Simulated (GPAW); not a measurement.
Runs of GPAW 26.7.0 on HgTe (Coloradoite). It takes space group F-43m (No. 216, cubic). Conventional cell: a = 6.429 Å, b = 6.429 Å, c = 6.429 Å, α = 90.00°, β = 90.00°, γ = 90.00°. Hg (site symmetry -43m) has 4 Te at 2.78 Å as nearest neighbours. Te (site symmetry -43m) has 4 Hg at 2.78 Å as nearest neighbours. 

```csv
task,level,potentials or basis,cell,smearing,optimizer,fmax,max steps,convergence,gap on the mesh (eV),pressure (GPa),relaxed volume (Å³/atom)
relaxation of cell and atoms,PBEsol+D3(BJ),"PAW data sets generated in the run's folder for this functional, pw",relaxed,fermi-dirac 0.05 eV,BFGS,0.05 eV/Å,40,density=1e-05 forces=0.0001,none,0.0,-
relaxation of cell and atoms,PBE,"GPAW PAW data sets (gpaw-data 1.2.1), pw",relaxed,fermi-dirac 0.05 eV,LBFGS,0.05 eV/Å,40,density=1e-05 forces=0.0001,none,0.0,36.70
single point,PBE,"GPAW PAW data sets (gpaw-data 1.2.1), pw",as given,gaussian 0.029 eV,-,-,-,-,none,4.5,-
relaxation of cell and atoms,PBE+D4,"GPAW PAW data sets (gpaw-data 1.2.1), pw",relaxed,fermi-dirac 0.05 eV,FIRE,0.01 eV/Å,60,density=1e-05 forces=0.0001,none,0.0,(a)
single point,PBE,"GPAW PAW data sets (gpaw-data 1.2.1), pw",as given,gaussian 0.028 eV,-,-,-,-,none,4.5,-
```

Alike in all rows: no spin polarisation; k mesh 7 × 7 × 7; cutoff (eV) 600.

**Question.** Fill in the values left out.

**Answer.** (a) 34.99.

Caveats: later steps reuse the first step's grids (some runs); pairwise dispersion overbinds metals, which lowers pressure and volume (some runs); the relaxation stopped at its first step, so nothing moved (some runs); the volume moved by +10 % from the deposited cell, more than functionals usually miss (some runs).

A k mesh can miss the band edges, and the runs leave out spin-orbit coupling on Hg, Te.

A gap of «none» marks a metal or a gap under the smearing width.
